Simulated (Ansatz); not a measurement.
**KCl: frozen-core PAW against all-electron methods**

```yaml
crystal:
  lattice:
    - [3.63400, -0.03634, -0.03634]
    - [-0.03634, 3.63400, -0.03634]
    - [-0.03634, -0.03634, 3.63400]
  atoms:
    - { symbol: K, position: [0.00000, 0.00000, 0.00000] }
    - { symbol: Cl, position: [0.50000, 0.50000, 0.50000] }
```

Atoms are numbered in the order listed.

The cell is COD entry 1000050, as deposited and not checked against the literature; nothing was relaxed. The listed cell was then made from it by scaling, straining or moving an atom.

Methods: DFT, PBEsol, PAW with Ansatz's default frozen-core files, scalar-relativistic (Ansatz 0.2.0); DFT, PBEsol, all-electron LAPW, scalar-relativistic (Ansatz 0.2.0).

For PAW: a Γ-centred 7×7×7 k mesh, Fermi–Dirac smearing of 0.01 eV, cutoff 420 eV, no spin polarisation; the PAW files were made with PBE, and the program remakes their frozen cores for this functional. LAPW targets a basis error of 1 meV/atom. The Ansatz runs share mesh, smearing and spin set-up. Plane-wave (PAW) pressures include the program's estimate of the Pulay term.

Stress and pressure are positive in compression.

The change that made this cell: equal xy, yz and zx engineering shear strains of -2 %.

PAW results:

```csv
quantity,PAW
pressure (GPa),2.34
stress yz (GPa),0.31
stress xz (GPa),0.31
stress xy (GPa),0.31
band gap (eV),5.401
```

Problem. What does LAPW (all electrons) give for the same quantities?

Solution. 
```
       quantity   LAPW
 pressure (GPa)   2.34
stress yz (GPa)   0.31
stress xz (GPa)   0.31
stress xy (GPa)   0.31
  band gap (eV)  5.371
```
